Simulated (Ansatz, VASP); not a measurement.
**LiF: VASP beside Ansatz**

```xyz
2
Lattice="0.0000 2.0337 2.0337 2.0337 0.0000 2.0337 2.0337 2.0337 0.0000" Properties=species:S:1:pos:R:3 pbc="T T T"
Li    0.0000    0.0000    0.0000
F     2.0337    2.0337    2.0337
```

Alike in both runs: functional PBE; k mesh 10 × 10 × 10; occupations gaussian, width 0.02 eV; no spin polarisation.

Ansatz relaxed the structure, and its values are those at the end. VASP's run is a single point on that final structure, the one shown.

```csv
,VASP,Ansatz
version,VASP 6.6.1,Ansatz 0.2.0
potentials or method,"VASP PAW PBE potentials, release 64 (Li_sv, F)","scalar-relativistic, plane waves, PAW"
plane-wave cutoff (eV),520,420
valence electrons in the cell,10,10
```

Ansatz gave:

```
gap on the k mesh at the Fermi level (eV) : 8.84
least direct gap on the mesh (eV)         : 8.84
```

Problem. What did VASP give for the same quantities?

Solution. gap on the k mesh at the Fermi level (eV): 8.83; least direct gap on the mesh (eV): 8.83.

 A k mesh can miss the band edges. PBE gaps usually lie below the measured ones, often by a third to a half.
